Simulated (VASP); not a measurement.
The system is SnO2.

```
Sn O
1.0
     0.00000    2.57415    2.57415
     2.57415    0.00000    2.57415
     2.57415    2.57415    0.00000
Sn O
1 2
Direct
  0.00000 0.00000 0.00000
  0.75000 0.75000 0.75000
  0.25000 0.25000 0.25000
```

Measurements of this composition are mostly on another form, of space group No. 136.

```yaml
Program: VASP 6.6.1
Task: relaxation of cell and atoms
Functional: MS2
Potentials_or_basis: VASP PAW PBE potentials, release 64 (Sn_d, O)
Cutoff: 600 eV
k_mesh: 9 × 9 × 9
Occupations: gaussian, width 0.05 eV
Spin: no spin polarisation
```

At the start: pressure -9.9 GPa; volume 11.37 Å³/atom.

Where does the relaxation end?

Over 8 steps the energy falls by 16.6 meV/atom and the volume is 10.81 Å³/atom (-4.9 %); space group Fm-3m (No. 225, to 0.05 Å).

The path:
```csv
step,energy change (eV),largest force (eV/Å),pressure (GPa),volume (Å³)
1,0.0000,0.0000,-9.92,34.11
2,0.0233,0.0000,13.74,30.76
3,-0.0497,0.0000,-0.87,32.56
4,-0.0497,0.0000,-0.09,32.44
5,-0.0496,0.0000,0.14,32.41
6,-0.0497,0.0000,-0.14,32.45
7,-0.0497,0.0000,-0.13,32.45
8,-0.0497,0.0000,0.00,32.43
```

Final structure:
```xyz
3
Lattice="0.0000 2.5310 2.5310 2.5310 0.0000 2.5310 2.5310 2.5310 0.0000" Properties=species:S:1:pos:R:3 pbc="T T T"
Sn    0.0000    0.0000    0.0000
O     3.7965    3.7965    3.7965
O     1.2655    1.2655    1.2655
```

Caveat: the PAW data sets were made with another functional, which shifts forces and pressure a little.
